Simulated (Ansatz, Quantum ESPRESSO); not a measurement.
# 2H-MoTe2, 1 layer, rectangular cell: the gap along the path at a withheld member of a series

**Set-up.** Quantum ESPRESSO 7.5, PBE, GBRV ultrasoft. Cell and atoms are first relaxed; each strained cell is then held, the other axis too, and the atoms relax in it. A periodic run with 15 Å of vacuum in the starting cell gives the vacuum levels, and bands follow along a path. The series steps strain along the second axis.

| strain along the second axis | gap along the path (eV) |
| --- | --- |
| -4 % | 1.132 |
| -3 % | 1.160 |
| -1 % | 1.094 |
| 0 % | 1.053 |
| 1 % | 1.014 |
| 2 % | 0.976 |
| 3 % | 0.939 |
| 4 % | 0.904 |

To predict: What is the gap along the path at −2 %?

**Fit.** The rows at -3 % and -1 % give a slope of (1.094 − (1.160))/(−1 − (−3)) = −0.033, so a straight line gives 1.127 eV. A parabola through these and the row at -4 % gives 1.147 eV.

**The withheld run.** 1.134 eV. The line misses by −0.007 and the parabola by +0.013 eV. The line does better here.

**Limits.** Semilocal gaps are too small; the 1×1 cell can't ripple over many cells under compression as a free sheet would. No spin-orbit coupling.
